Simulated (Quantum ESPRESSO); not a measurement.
**NaI (Fm-3m): zone-centre phonons**

Aim: the zone-centre modes of NaI (Fm-3m).

Calculated with Quantum ESPRESSO 7.5; DFT LDA, scalar-relativistic, plane waves, PseudoDojo norm-conserving pseudopotentials.

Report form: the programs' logs are mostly left out.

### 1. Starting point

The structure is cubic, space group Fm-3m (No. 225). The conventional cell has a = 6.473 Å, b = 6.473 Å, c = 6.473 Å, α = 90.00°, β = 90.00°, γ = 90.00°. Na has 6 I at 3.24 Å nearest. Nearest to I lie 6 Na at 3.24 Å. Farther neighbours and most contacts between anions are not listed.

### 2. A first look

Before anything dear is run, a loose run with smearing shows whether this is a metal and how far the cell is from rest.

Contents of probe.in:

```
&CONTROL
  calculation = 'scf'
  prefix      = 'x'
  outdir      = './tmp'
  pseudo_dir  = './pseudo'
  tprnfor     = .true.
  tstress     = .true.
  verbosity   = 'high'
/
&SYSTEM
  ibrav       = 0
  nat         = 2
  ntyp        = 2
  ecutwfc     = 88.0
  occupations = 'smearing'
  smearing    = 'gaussian'
  degauss     = 0.01
/
&ELECTRONS
  conv_thr         = 1.0d-07
  mixing_beta      = 0.7
  electron_maxstep = 100
/
ATOMIC_SPECIES
 Na     22.9898  Na.upf
 I     126.9045  I.upf
CELL_PARAMETERS angstrom
     0.000000000    3.236400000    3.236400000
     3.236400000    0.000000000    3.236400000
     3.236400000    3.236400000    0.000000000
ATOMIC_POSITIONS crystal
 Na     0.000000000   0.000000000   0.000000000
 I      0.500000000   0.500000000   0.500000000
K_POINTS automatic
 6 6 6 0 0 0
```

The run is started by

```console
$ OMP_NUM_THREADS=1 mpirun -n 4 pw.x -nk 4 -in probe.in > probe.out
```

Run time: 4.2 s. Hardware: 4 MPI ranks of Intel Xeon Platinum 8375C at 2.90GHz (Ice Lake), shared host; 16 s of CPU time.

This step gave:

```
volume per atom   : 33.90 Å³
pressure          : -1.629 GPa
gap on the k-mesh : 3.329 eV
```

A gap of 3.3 eV opens on this mesh, so the crystal is taken as an insulator; the start stands at -1.6 GPa.

### 3. Relaxing the cell and atoms

The relaxation runs at a cutoff a fifth above that of the response, since stress converges more slowly with the basis than frequencies do. Forces and stress are brought to rest with tight thresholds.

Contents of relax.in:

```
&CONTROL
  calculation   = 'vc-relax'
  prefix        = 'x'
  outdir        = './tmp'
  pseudo_dir    = './pseudo'
  tprnfor       = .true.
  tstress       = .true.
  forc_conv_thr = 2.0d-05
  etot_conv_thr = 1.0d-07
  nstep         = 40
/
&SYSTEM
  ibrav       = 0
  nat         = 2
  ntyp        = 2
  ecutwfc     = 106
  occupations = 'fixed'
  nbnd        = 10
/
&ELECTRONS
  conv_thr         = 1.0d-11
  mixing_beta      = 0.7
  electron_maxstep = 100
/
&IONS
/
&CELL
  press_conv_thr = 0.2
/
ATOMIC_SPECIES
 Na     22.9898  Na.upf
 I     126.9045  I.upf
CELL_PARAMETERS angstrom
     0.000000000    3.236400000    3.236400000
     3.236400000    0.000000000    3.236400000
     3.236400000    3.236400000    0.000000000
ATOMIC_POSITIONS crystal
 Na     0.000000000   0.000000000   0.000000000
 I      0.500000000   0.500000000   0.500000000
K_POINTS automatic
 6 6 6 0 0 0
```

The run is started by

```console
$ OMP_NUM_THREADS=1 mpirun -n 4 pw.x -nk 4 -in relax.in > relax.out
```

Elapsed: 47 s, on 4 MPI ranks; 3.1 min of CPU time.

The steps of the relaxation:

| step | energy less that of the first step (eV) | largest force (eV/Å) | pressure (GPa) | volume (Å³) |
| --- | --- | --- | --- | --- |
| 1 | 0.0000 | 0.0000 | -1.61 | 67.80 |
| 2 | -0.0054 | 0.0000 | -1.51 | 67.24 |
| 3 | -0.0128 | 0.0000 | -1.34 | 66.41 |
| 4 | -0.0220 | 0.0000 | -1.07 | 65.18 |
| 5 | -0.0316 | 0.0000 | -0.60 | 63.37 |
| 6 | -0.0353 | 0.0000 | 0.08 | 61.18 |
| 7 | -0.0353 | 0.0000 | -0.01 | 61.43 |
| 8 | -0.0353 | 0.0000 | 0.00 | 61.42 |
| 9 | -0.0353 | 0.0000 | 0.00 | 61.42 |

| conventional cell, symmetrised | before | after | change |
| --- | --- | --- | --- |
| a (Å) | 6.473 | 6.263 | -3.2 % |
| b (Å) | 6.473 | 6.263 | -3.2 % |
| c (Å) | 6.473 | 6.263 | -3.2 % |
| volume (Å³/atom) | 33.90 | 30.71 | -9.4 % |

Final coordinates:

```cif
data_structure
_symmetry_space_group_name_H-M 'P 1'
_symmetry_Int_Tables_number 1
_cell_length_a 4.4287
_cell_length_b 4.4287
_cell_length_c 4.4287
_cell_angle_alpha 60.000
_cell_angle_beta 60.000
_cell_angle_gamma 60.000
_cell_volume 61.42
loop_
_atom_site_label
_atom_site_type_symbol
_atom_site_fract_x
_atom_site_fract_y
_atom_site_fract_z
_atom_site_occupancy
Na1 Na 0.00000 0.00000 0.00000 1
I2 I 0.50000 0.50000 0.50000 1
```

The last row of the table of steps is pw.x's closing run on a basis chosen anew for the final cell, so its energy can jump.

Read from the output:

```
volume per atom   : 30.71 Å³
pressure          : 0.001 GPa
gap on the k-mesh : 3.611 eV
```

The volume changes by -9.4 % from the cell with which this run began.

### 4. Self-consistent run for the response

The response is built on this ground state, so it is converged far tighter than an energy would need. With a gap, occupations are fixed, which also allows the response to an electric field.

Contents of scf.in:

```
&CONTROL
  calculation = 'scf'
  prefix      = 'x'
  outdir      = './tmp'
  pseudo_dir  = './pseudo'
  tprnfor     = .true.
  tstress     = .true.
/
&SYSTEM
  ibrav       = 0
  nat         = 2
  ntyp        = 2
  ecutwfc     = 88.0
  occupations = 'fixed'
  nbnd        = 10
/
&ELECTRONS
  conv_thr         = 1.0d-12
  mixing_beta      = 0.7
  electron_maxstep = 100
/
ATOMIC_SPECIES
 Na     22.9898  Na.upf
 I     126.9045  I.upf
CELL_PARAMETERS angstrom
     0.000000000    3.131543908    3.131543908
     3.131543908    0.000000000    3.131543908
     3.131543908    3.131543908    0.000000000
ATOMIC_POSITIONS crystal
 Na     0.000000000   0.000000000   0.000000000
 I      0.500000000   0.500000000   0.500000000
K_POINTS automatic
 6 6 6 0 0 0
```

The run is started by

```console
$ OMP_NUM_THREADS=1 mpirun -n 4 pw.x -nk 4 -in scf.in > scf.out
```

Run time: 5 s. Hardware: 4 MPI ranks.

Read from the output:

```
pressure : -0.003000 GPa
```

The cell stands at -0.0030 GPa, close enough for phonons.

### 5. Zone-centre response

At q = 0 one unit cell holds all displacements; symmetry groups them into irreducible representations that are solved one by one. The response to a field gives ε∞ and the Born charges, which polar modes need.

Contents of ph.in:

```
phonons
&INPUTPH
  prefix = 'x'
  outdir = './tmp'
  fildyn = 'g.dyn'
  tr2_ph = 1.0d-18
  epsil  = .true.
/
0.000000000000 0.000000000000 0.000000000000
```

The run is started by

```console
$ OMP_NUM_THREADS=1 mpirun -n 4 ph.x -nk 4 -in ph.in > ph.out
```

The job ended after 76 s (4 MPI ranks; 5.1 min of CPU time).

Read from the output:

* miss of the charge sum rule: 0.01207 e
* largest acoustic frequency at the zone centre before the sum rule: 3.71 cm⁻¹
* highest optical zone-centre mode (no LO-TO term): 130.5 cm⁻¹
* lowest optical zone-centre mode: 130.5 cm⁻¹
* mean high-frequency dielectric constant: 3.670
* largest Born charge in size (third of the trace): 1.179 e

Born charge (rows field, columns displacement), before the sum rule (e), principal values of the symmetric part by kind of site:

| atom | atoms with these values | low | middle | high | mean |
| --- | --- | --- | --- | --- | --- |
| Na1 | 1 | 1.17 | 1.17 | 1.17 | 1.17 |
| I2 | 1 | -1.18 | -1.18 | -1.18 | -1.18 |

In full for Na1:

```
1.17 0.00 0.00
0.00 1.17 0.00
0.00 0.00 1.17
```

High-frequency dielectric tensor:

```
3.67 0.00 0.00
0.00 3.67 0.00
0.00 0.00 3.67
```

The acoustic modes at Γ come out as far as 3.7 cm⁻¹ from zero, where they should vanish, a small numerical error; the Born charges miss their sum rule by 0.012 e, which is good.

### 6. Modes with the sum rule

A rigid shift of the crystal must cost nothing, but grids and finite bases break this; the acoustic sum rule is imposed before the matrix is diagonalised again. With Born charges the intensities follow, and the static dielectric tensor.

Contents of dynmat.in:

```
&INPUT
  fildyn = 'g.dyn'
  asr    = 'simple'
  fileig = 'dynmat.eig'
  lperm  = .true.
/
```

The run is started by

```console
$ dynmat.x -in dynmat.in > dynmat.out
```

Run time: 0.61 s. Hardware: 1 thread.

Read from the output:

| Quantity | Value |
| --- | --- |
| highest optical zone-centre mode (no LO-TO term) | 130.2 cm⁻¹ |
| lowest optical zone-centre mode | 130.2 cm⁻¹ |
| mean static dielectric constant | 7.014 |

Unit eigenvectors of the mass-weighted matrix after the sum rule; no LO-TO term. The modes at Γ (shares of kinetic energy by element, %):

| mode | frequency (cm⁻¹) | symmetry | Na % | I % |
| --- | --- | --- | --- | --- |
| 1 | 0.0 | acoustic | 15 | 85 |
| 2 | 0.0 | acoustic | 15 | 85 |
| 3 | 0.0 | acoustic | 15 | 85 |
| 4 | 130.2 | T1u | 85 | 15 |
| 5 | 130.2 | T1u | 85 | 15 |
| 6 | 130.2 | T1u | 85 | 15 |

Displacements in mode 4 (130.2 cm⁻¹), the largest set to 1:
```
Na1  0.00  0.00  1.00
I2   0.00  0.00 -0.18
```

Degenerate modes summed, no LO-TO term. Lines of the infrared spectrum (strongest = 100):

| position (cm⁻¹) | lines merged | label | IR intensity, relative |
| --- | --- | --- | --- |
| 130 | 3 | T1u | 100 |

Static dielectric tensor (ions relaxed, fixed cell):

```
7.01 0.00 0.00
0.00 7.01 0.00
0.00 0.00 7.01
```

The rule moves no optical mode by more than 0.3 cm⁻¹.

### 7. The LO-TO splitting (1 0 0)

A longitudinal polar mode sets up a macroscopic field that stiffens it; the term hangs on the direction from which q goes to zero.

Contents of dynmat.in:

```
&INPUT
  fildyn = 'g.dyn'
  asr    = 'simple'
  fileig = 'dynmat.eig'
  q(1)   = 1.0
  q(2)   = 0.0
  q(3)   = 0.0
/
```

The run is started by

```console
$ dynmat.x -in dynmat.in > dynmat.out
```

Wall time 0.58 s (1 thread).

Numbers from this step:

```
highest mode moved by the LO-TO term : 180.0 cm⁻¹
```

Zone-centre frequencies as printed; negative means imaginary. Modes:

| mode | frequency (cm⁻¹) |
| --- | --- |
| 1 | 0 |
| 2 | 0 |
| 3 | 0 |
| 4 | 130.2 |
| 5 | 130.2 |
| 6 | 180 |

The field moves one mode, from 130 to 180 cm⁻¹; the others stay.

### 8. Summary of results

```
space group after relaxation                                           : Fm-3m
volume per atom                                                        : 30.7 Å³
gap on the k-mesh                                                      : 3.61 eV
highest optical zone-centre mode (no LO-TO term)                       : 130.2 cm⁻¹
highest mode moved by the LO-TO term                                   : 180.0 cm⁻¹
mean high-frequency dielectric constant                                : 3.67
largest Born charge in size (third of the trace)                       : 1.18 e
mean static dielectric constant                                        : 7.01
imaginary optical modes at the zone centre (no q mesh in this session) : none
```

What this shows: At the LDA level the optical modes of NaI (Fm-3m) at the zone centre (no LO-TO term) lie at 130 cm⁻¹. Along the directions run, the highest mode that the macroscopic field moves lies at 180 cm⁻¹. Lattice motion raises the mean dielectric constant from 3.670 to 7.014. The Born charge of I is -1.179 e against a formal charge of -1, somewhat above it. The Lyddane-Sachs-Teller relation holds: (ωLO/ωTO)² is 1.91 and ε₀/ε∞ is 1.91. Left out of this account: PBE with PseudoDojo NC, since it is gradient-corrected and no frozen-mode check or second program bears its response out; PBEsol with PseudoDojo NC, since it is gradient-corrected and no frozen-mode check or second program bears its response out. What is said of the levels holds for those shown. These are harmonic frequencies at zero temperature: anharmonic shifts and linewidths and thermal expansion are left out. Spin-orbit coupling is left out, which can matter for the heavy elements here.

[Host names and launcher messages were left out of these logs when they were recorded.]

[Logs are printed without paths, hosts, clocks, repeated set-up lines and the standing remarks that a program may print on its own settings, such as how far it seeks lower states.]

[Hosts, paths, dates, database ids (printed as entryN), source tags and the programs' standing remarks are cut or masked in the printed files.]
